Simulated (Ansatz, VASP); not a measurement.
V in VASP and in Ansatz

```
CELL_PARAMETERS angstrom
-1.47944 1.47944 1.47944
1.47944 -1.47944 1.47944
1.47944 1.47944 -1.47944
ATOMIC_POSITIONS crystal
V 0.00000 0.00000 0.00000
```

Alike in both runs: functional PBEsol; k mesh 20 × 20 × 20; occupations gaussian, width 0.1 eV; no spin polarisation.

Ansatz relaxed the structure, and its values are those at the end. VASP's run is a single point on that final structure, the one shown.

|  | VASP | Ansatz |
| --- | --- | --- |
| version | VASP 6.6.1 | Ansatz 0.2.0 |
| potentials or method | VASP PAW PBE potentials, release 64 (V_sv) | scalar-relativistic, plane waves, PAW |
| plane-wave cutoff (eV) | 520 | 420 |
| valence electrons in the cell | 13 | 13 |

|  | VASP | Ansatz | Ansatz less VASP |
| --- | --- | --- | --- |
| gap on the k mesh at the Fermi level (eV) | none | none | - |
| pressure (GPa) | 0.3 | 0.0 | -0.31 |

A gap of «none» marks a metal or a gap that the smearing closes. With one functional, cell and mesh, what is left measures potentials, basis and numerics.

Caveats: the PAW data sets were made with another functional, which shifts forces and pressure a little (VASP).
